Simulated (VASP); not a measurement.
A run of VASP 6.6.1 is set up as follows.

Contents of INCAR:

```
PREC = Accurate
ENCUT = 520
EDIFF = 1E-6
ISMEAR = -1
SIGMA = 0.002
LREAL = Auto
LASPH = T
NELM = 100
ALGO = Normal
ISIF = 2
LWAVE = F
LCHARG = T
GGA = PE
IVDW = 12
LELF = T
LVHAR = T
NBANDS = 67
```

The input KPOINTS:

```
Automatic mesh
0
Gamma
  1 1 1
```

File POSCAR:

```
H23NO10
1.0
    6.7320510000      0.0000000000      0.0000000000
    0.0000000000      6.7320510000      0.0000000000
    0.0000000000      0.0000000000      6.7320510000
O H N
10 23 1
Direct
    0.2421401739      0.5989556526      0.8376199170
    0.1429430645      0.5035315389      0.2249537325
    0.5889289906      0.3971895044      0.9635696462
    0.3453033853      0.1075452340      0.4483774707
    0.8408581575      1.1803683603      0.1688489882
    0.7296736166      0.9116983814      0.8381695266
    0.1223698394      0.2268550847      0.8121893313
    0.7308916703      0.7716221995      0.3679562142
    0.6535749655      0.3842068338      0.4696339942
    1.0799086341      0.7565599251      0.5399246084
    0.1262171068      0.6642552173      0.7695574499
    0.1976217946      0.6041546625      0.9755422233
    0.0596549254      0.3823203360      0.1994043123
    0.0945180005      0.5627853978      0.3520323895
    0.5276549450      0.4504125117      0.8499489977
    0.6513022554      0.5188463367      1.0028593069
    0.3052413002      0.0787724276      0.3139756368
    0.4372367351     -0.0013368883      0.4751003817
    0.8019250003      1.2339181625      0.2960613341
    0.7660518318      1.2732078233      0.0932553838
    0.7916012520      1.0127819887      0.9106585794
    0.7768063552      0.9352127606      0.7092489347
    0.1631300773      0.3729621181      0.8388825337
    0.2210767565      0.1903431807      0.7088924311
    0.6334473699      0.6715932485      0.3516907403
    0.7006037239      0.8943336882      0.2870002025
    0.7190379277      0.3735117277      0.5972176978
    0.5225153523      0.3184022224      0.4825126845
    1.1486543997      0.8751567687      0.4905340141
    0.9345294621      0.7761973283      0.4884989730
    0.2881885476      0.8719185282      0.0238560284
    0.2215669489      1.1007640911     -0.0002970863
    0.4522247380      1.0571369706      0.0565800824
    0.3090440046      1.0055925007      0.0877889963
```

Potentials or basis: VASP PAW PBE potentials, release 64 (O, H, N).

Launch:

```console
$ cat potpaw_PBE.64/O/POTCAR potpaw_PBE.64/H/POTCAR potpaw_PBE.64/N/POTCAR > POTCAR
$ mpirun -np 1 vasp_gam > vasp.out
```

Problem. What does it give for the largest force?

Solution. 3.491 eV/Å.

Problem. What does it give for the band gap on the k mesh?

Solution. 3.62 eV, direct.

Problem. What does it give for the pressure?

Solution. 2.6 GPa.

Forces on the atoms (eV/Å):
```
O   -0.913  0.390  0.139
O   -0.782 -0.761  0.069
O    0.736 -0.398  0.829
O    0.827  0.445  3.363
O    1.136 -1.053  0.591
O   -1.497 -1.650  0.390
O    0.405  1.128 -0.602
O    0.563  2.800 -0.565
O   -0.146  0.076 -0.028
O   -2.070  0.532 -0.749
H    1.071 -0.073 -0.578
H    0.255 -0.312  1.067
H    0.569  0.723  0.253
H    0.430 -0.014 -0.576
H   -1.600  0.262 -1.757
H    0.620  0.881  0.784
H   -0.667 -0.531 -2.709
H    0.067  0.087  0.219
H   -0.244  0.047  1.395
H   -0.895  0.563 -1.699
H    1.062  1.477  1.514
H    0.565  0.020 -1.825
H   -0.318 -1.071 -0.494
H   -0.638 -0.049  0.059
H   -0.999 -1.146 -0.045
H    0.344 -1.319  0.452
H    0.098 -0.023  0.273
H    0.053 -0.274 -0.188
H    0.154  0.021  0.186
H    1.503 -0.431  0.330
H    0.378 -0.537 -0.153
H    0.154 -0.323  0.394
H   -0.770 -0.729 -0.099
N    0.551  1.239 -0.239
```
